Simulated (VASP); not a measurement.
# BaH2 (P6_3/mmc) in VASP: relaxation of cell and atoms with r2SCAN

Aim: the relaxation of cell and atoms of BaH2 with r2SCAN.

All numbers are computed with VASP 6.6.1; they aren't measurements. Logs are shortened: lines on timing, memory, paths and dates and some standing lists are left out, and cuts for length are marked.

## Step 1: Starting point

Symmetry: P6_3/mmc, No. 194, hexagonal system. Conventional cell: a = 4.462 Å, b = 4.462 Å, c = 6.055 Å, α = 90.00°, β = 90.00°, γ = 120.00°. Around Ba (site symmetry -6m2) lie 3 H at 2.58 Å. H (site symmetry -3m) has 6 Ba at 2.99 Å and 8 H at 2.99 to 3.03 Å as nearest neighbours. Around H (site symmetry -6m2) lie 3 Ba at 2.58 Å.

The cell comes from a database or a generator and needn't be the stable form of this composition.

## Step 2: Relaxation of cell and atoms, r2SCAN

INCAR

```
SYSTEM = BaH2
PREC = Accurate
ENCUT = 600
EDIFF = 1E-6
ISMEAR = 0
SIGMA = 0.02
LREAL = .False.
LASPH = .True.
NELM = 100
ALGO = Normal
ISIF = 3
LWAVE = .False.
LCHARG = .False.
METAGGA = R2SCAN
LMIXTAU = .True.
IBRION = 2
NSW = 60
EDIFFG = -0.01
KPAR = 2
```

KPOINTS

```
Automatic mesh
0
Gamma
  6 6 4
  0 0 0
```

POSCAR

```
BaH2
1.0
    4.4620250523      0.0000000000      0.0000000000
   -2.2310125262      3.8642270477      0.0000000000
    0.0000000000      0.0000000000      6.0552925900
Ba H
2 4
Direct
    0.3333333333      0.6666666667      0.2500000000
    0.6666666667      0.3333333333      0.7500000000
    0.0000000000      0.0000000000      0.0000000000
    0.0000000000      0.0000000000      0.5000000000
    0.6666666667      0.3333333333      0.2500000000
    0.3333333333      0.6666666667      0.7500000000
```

Potentials or basis: VASP PAW PBE potentials, release 64 (Ba_sv, H).

Run with:

```sh
cat potpaw_PBE.64/Ba_sv/POTCAR potpaw_PBE.64/H/POTCAR > POTCAR
mpirun -np 2 vasp_std > vasp.out
```

OUTCAR:

```text
SYSTEM = BaH2
   PREC = Accurate
   ENCUT = 600
   EDIFF = 1E-6
   ISMEAR = 0
   LREAL = .False.
   LASPH = .True.
   NELM = 100
   ISIF = 3
   METAGGA = R2SCAN
   IBRION = 2
   NSW = 60
   EDIFFG = -0.01

 ion  position               nearest neighbor table
   1  0.333  0.667  0.250-   5 2.58   5 2.58   5 2.58   2 3.98   2 3.98   2 3.98   2 3.98   2 3.98
                             2 3.98
   2  0.667  0.333  0.750-   6 2.58   6 2.58   6 2.58   1 3.98   1 3.98   1 3.98   1 3.98   1 3.98
                             1 3.98
   3  0.000  0.000  0.000-
   4  0.000  0.000  0.500-
   5  0.667  0.333  0.250-   1 2.58   1 2.58   1 2.58
   6  0.333  0.667  0.750-   2 2.58   2 2.58   2 2.58

  LATTYP: Found a hexagonal cell.
 ALAT       =     4.4620250523
 C/A-ratio  =     1.3570727459

  Lattice vectors:

 A1 = (   4.4620250523,   0.0000000000,   0.0000000000)
 A2 = (  -2.2310125262,   3.8642270477,   0.0000000000)
 A3 = (   0.0000000000,   0.0000000000,   6.0552925900)

Analysis of symmetry for initial positions (statically):
=====================================================================
 Subroutine PRICEL returns:
 Original cell was already a primitive cell.

 Routine SETGRP: Setting up the symmetry group for a
 hexagonal supercell.

 Subroutine GETGRP returns: Found 24 space group operations
 (whereof 12 operations were pure point group operations)
 out of a pool of 24 trial point group operations.

The static configuration has the point symmetry D_3d.
 The point group associated with its full space group is D_6h.

Analysis of symmetry for dynamics (positions and initial velocities):
=====================================================================
 Subroutine PRICEL returns:
 Original cell was already a primitive cell.

 Routine SETGRP: Setting up the symmetry group for a
 hexagonal supercell.

 Subroutine GETGRP returns: Found 24 space group operations
 (whereof 12 operations were pure point group operations)
 out of a pool of 24 trial point group operations.

The dynamic configuration has the point symmetry D_3d.
 The point group associated with its full space group is D_6h.

 Subroutine INISYM returns: Found 24 space group operations
 (whereof 12 operations are pure point group operations),
 and found     1 'primitive' translations

----------------------------------------------------------------------------------------

                                     Primitive cell

  volume of cell :     104.4070

  direct lattice vectors                    reciprocal lattice vectors
     4.462025052  0.000000000  0.000000000     0.224113488  0.129391983  0.000000000
    -2.231012526  3.864227048  0.000000000     0.000000000  0.258783966  0.000000000
     0.000000000  0.000000000  6.055292590     0.000000000  0.000000000  0.165144786

  length of vectors
     4.462025052  4.462025052  6.055292590     0.258783966  0.258783966  0.165144786

  position of ions in fractional coordinates (direct lattice)
     0.333333333  0.666666667  0.250000000
     0.666666667  0.333333333  0.750000000
     0.000000000  0.000000000  0.000000000
     0.000000000  0.000000000  0.500000000
     0.666666667  0.333333333  0.250000000
     0.333333333  0.666666667  0.750000000

  ion indices of the primitive-cell ions
   primitive index   ion index
                 1           1
                 2           2
                 3           3
                 4           4
                 5           5
                 6           6

----------------------------------------------------------------------------------------

 KPOINTS: Automatic mesh

Automatic generation of k-mesh.
 Grid dimensions read from file:
 generate k-points for:    6    6    4

 Generating k-lattice:

  Cartesian coordinates                     Fractional coordinates (reciprocal lattice)
     0.037352248  0.021565330  0.000000000     0.166666667 -0.000000000  0.000000000
     0.000000000  0.043130661  0.000000000     0.000000000  0.166666667  0.000000000
     0.000000000  0.000000000  0.041286197     0.000000000  0.000000000  0.250000000

  Length of vectors
     0.043130661  0.043130661  0.041286197

  Shift w.r.t. Gamma in fractional coordinates (k-lattice)
     0.000000000  0.000000000  0.000000000

 Subroutine IBZKPT returns following result:
 ===========================================

 Found     21 irreducible k-points:

 Following reciprocal coordinates:
            Coordinates               Weight
  0.000000  0.000000  0.000000      1.000000
  0.166667 -0.000000  0.000000      6.000000
  0.333333 -0.000000  0.000000      6.000000
  0.500000 -0.000000  0.000000      3.000000
  0.166667  0.166667  0.000000      6.000000
  0.333333  0.166667  0.000000     12.000000
[... 13 lines left out ...]
  0.333333  0.166667  0.500000     12.000000
  0.333333  0.333333  0.500000      2.000000
   k-points           NKPTS =     21   k-points in BZ     NKDIM =     21   number of bands    NBANDS=     16
   number of dos      NEDOS =    301   number of ions     NIONS =      6
   total plane-waves  NPLWV =  62208
   dimension x,y,z NGX =    36 NGY =   36 NGZ =   48
   dimension x,y,z NGXF=    72 NGYF=   72 NGZF=   96
   ions per type =               2   4
   NGX,Y,Z   is equivalent  to a cutoff of  13.41, 13.41, 13.18 a.u.
   NGXF,Y,Z  is equivalent  to a cutoff of  26.83, 26.83, 26.36 a.u.
 SYSTEM =  BaH2
   PREC   = accura    normal or accurate (medium, high low for compatibility)
   ISTART =      0    job   : 0-new  1-cont  2-samecut
   ICHARG =      2    charge: 1-file 2-atom 10-const
   ISPIN  =      1    spin polarized calculation?
   LNONCOLLINEAR =      F non collinear calculations
   LSORBIT =      F    spin-orbit coupling
   LASPH  =      T    aspherical Exc in radial PAW
   ENCUT  =  600.0 eV  44.10 Ry    6.64 a.u.   8.91  8.91 12.09*2*pi/ulx,y,z
   NELM   =    100;   NELMIN=  2; NELMDL= -5     # of ELM steps
   EDIFF  = 0.1E-05   stopping-criterion for ELM
   LREAL  =      F    real-space projection
   EDIFFG = -.1E-01   stopping-criterion for IOM
   NSW    =     60    number of steps for IOM
   IBRION =      2    ionic relax: 0-MD 1-quasi-New 2-CG
   NFREE  =      1    steps in history (QN), initial steepest desc. (CG)
   ISIF   =      3    stress and relaxation
   ISYM   =      2    0-nonsym 1-usesym 2-fastsym
   POTIM  = 0.5000    time-step for ionic-motion
   TEBEG  =    0.0;   TEEND  =   0.0 temperature during run
   PSTRESS=    0.0 pullay stress
   NELECT =      24.0000    total number of electrons
   NUPDOWN=      -1.0000    fix difference up-down
   EMIN   =  10.00;   EMAX   =-10.00  energy-range for DOS
   EFERMI =   0.00;   METHOD = LEGACY
   ISMEAR =     0;   SIGMA  =   0.02  broadening in eV -4-tet -1-fermi 0-gaus
   EFERMI_NEDOS =   21; number of points for ismear=-14 and -15
   IALGO  =     38    algorithm
   IMIX   =      4    mixing-type and parameters
     AMIX     =   0.40;   BMIX     =  1.00
     AMIX_MAG =   1.60;   BMIX_MAG =  1.00
  volume/ion in A,a.u.               =      17.40       117.43
  Fermi-wavevector in a.u.,A,eV,Ry     =   1.002848  1.895109 13.683448  1.005705
  Thomas-Fermi vector in A             =   2.135362
   LORBIT       =      0    0 simple, 1 ext, 2 COOP (PROOUT), +10 PAW based schemes
   METAGGA = R2SCAN    functional components
   LHFCALC =     F    Hartree Fock is set to
   AEXX    =    0.0000 exact exchange contribution
   IVDW    =     0    specifies the selected vdW correction
   LEPSILON=     F    determine dielectric tensor
   LRPA    =     F    only Hartree local field effects (RPA)
 conjugate gradient relaxation of ions
 non-spin polarized calculation
 Gauss-broadening in eV      SIGMA  =   0.02
  energy-cutoff  :      600.00
  volume of cell :      104.41
 maximum number of plane-waves:      3510
 NGX is ok and might be reduce to    36
   NGX = 17   NGY = 17   NGZ = 25

 number of electron      23.9999999 magnetization

 Free energy of the ion-electron system (eV)
  ---------------------------------------------------
  ext. energy  EPLUGINS =         0.00000000
  ---------------------------------------------------
  free energy    TOTEN  =       -70.23186514 eV

  energy without entropy =      -70.23186514  energy(sigma->0) =      -70.23186514

 E-fermi :   1.0081     XC(G=0):  -9.0335

 val. band max:        0.8744743429   @ k =   0.0000   0.0000   0.0000
 cond. band min:       3.0091156508   @ k =   0.3333   0.3333   0.5000
 fundamental gap:      2.1346413078
 Fermi energy:         1.0081462934

 k-point     1 :       0.0000    0.0000    0.0000
  band No.  band energies     occupation
      1     -26.9787      2.00000
      2     -26.8014      2.00000
      3     -12.4104      2.00000
      4     -11.5642      2.00000
      5     -11.5642      2.00000
      6     -11.3270      2.00000
[... 8 lines left out ...]
     15       5.2602      0.00000
     16       5.2979      0.00000

 k-point     2 :       0.1667   -0.0000    0.0000
  band No.  band energies     occupation
      1     -26.9600      2.00000
      2     -26.8036      2.00000
      3     -12.3358      2.00000
      4     -11.6905      2.00000
      5     -11.6104      2.00000
      6     -11.4680      2.00000
[... 8 lines left out ...]
     15       4.8150      0.00000
     16       4.9002      0.00000

 k-point     3 :       0.3333   -0.0000    0.0000
  band No.  band energies     occupation
      1     -26.9162      2.00000
      2     -26.8141      2.00000
      3     -12.1470      2.00000
      4     -11.9559      2.00000
      5     -11.7016      2.00000
      6     -11.6919      2.00000
[... 8 lines left out ...]
     15       4.9505      0.00000
     16       6.0041      0.00000
[... 305 lines left out ...]
 k-point    20 :       0.3333    0.1667    0.5000
  band No.  band energies     occupation
      1     -26.8564      2.00000
      2     -26.8564      2.00000
      3     -12.2527      2.00000
      4     -12.2527      2.00000
      5     -11.6429      2.00000
      6     -11.6429      2.00000
[... 8 lines left out ...]
     15       5.4343      0.00000
     16       5.4343      0.00000

 k-point    21 :       0.3333    0.3333    0.5000
  band No.  band energies     occupation
      1     -26.8520      2.00000
      2     -26.8520      2.00000
      3     -12.2466      2.00000
      4     -12.2466      2.00000
      5     -11.7420      2.00000
      6     -11.7420      2.00000
[... 8 lines left out ...]
     15       5.9056      0.00000
     16       5.9056      0.00000

------------------------ aborting loop because EDIFF is reached ----------------------------------------

  FORCE on cell =-STRESS in cart. coord.  units (eV):
  Direction    XX          YY          ZZ          XY          YZ          ZX
  --------------------------------------------------------------------------------------
  -------------------------------------------------------------------------------------
  Total       -0.0276317     -0.0276317     -0.0152549      0.0000000      0.0000000     -0.0000000
  in kB       -0.4240226     -0.4240226     -0.2340941      0.0000000      0.0000000     -0.0000000
  external PRESSURE =      -0.3607131 kB  Pullay stress =       0.0000000 kB

 VOLUME and BASIS-vectors are now :
 -----------------------------------------------------------------------------
  energy-cutoff  :      600.00
  volume of cell :      104.41
      direct lattice vectors                 reciprocal lattice vectors
     4.462025052  0.000000000  0.000000000     0.224113488  0.129391983  0.000000000
    -2.231012526  3.864227048  0.000000000     0.000000000  0.258783966  0.000000000
     0.000000000  0.000000000  6.055292590     0.000000000  0.000000000  0.165144786

 POSITION                                       TOTAL-FORCE (eV/Angst)
 -----------------------------------------------------------------------------------
     -0.00000      2.57615      1.51382        -0.000000     -0.000000      0.000000
      2.23101      1.28808      4.54147         0.000000     -0.000000      0.000000
      0.00000      0.00000      0.00000        -0.000000     -0.000000      0.000000
      0.00000      0.00000      3.02765        -0.000000     -0.000000      0.000000
      2.23101      1.28808      1.51382        -0.000000     -0.000000      0.000000
     -0.00000      2.57615      4.54147        -0.000000      0.000000      0.000000
 -----------------------------------------------------------------------------------
    total drift:                                0.000000     -0.000000      0.000000

  FREE ENERGIE OF THE ION-ELECTRON SYSTEM (eV)
  ---------------------------------------------------
  free  energy   TOTEN  =       -70.2318651384 eV

  energy  without entropy=      -70.2318651384  energy(sigma->0) =      -70.23186514

 reached required accuracy - stopping structural energy minimisation
```

It took 1.9 min on 2 MPI ranks of Intel Xeon Platinum 8488C (Sapphire Rapids), shared host; peak memory 0.27 GiB.

Results:

- Free energy: -70.2319 eV
- Pressure after relaxing: 0.0 GPa
- Band gap on the k mesh: 2.13 eV, indirect (least direct gap 3.17 eV)

Final structure:
```
CELL_PARAMETERS angstrom
4.46203 0.00000 0.00000
-2.23101 3.86423 0.00000
0.00000 0.00000 6.05529
ATOMIC_POSITIONS crystal
Ba 0.33333 0.66667 0.25000
Ba 0.66667 0.33333 0.75000
H 0.00000 0.00000 0.00000
H 0.00000 0.00000 0.50000
H 0.66667 0.33333 0.25000
H 0.33333 0.66667 0.75000
```

Caveat: the relaxation stopped at its first step, so nothing moved; the PAW data sets were made with another functional, which shifts forces and pressure a little; spin-orbit coupling is left out, which moves the levels of the heavy elements. A k mesh can miss the band edges.

## Step 3: For comparison

An earlier run on the cell as given: functional PBEsol; potentials or basis VASP PAW PBE potentials, release 64 (Ba_sv, H); cutoff 520 eV; k mesh 7 × 7 × 5; occupations fermi-dirac, width 0.05 eV; no spin polarisation.

* Pressure: -1.8 GPa
* Band gap on the k mesh: 1.66 eV, indirect (least direct gap 2.50 eV)
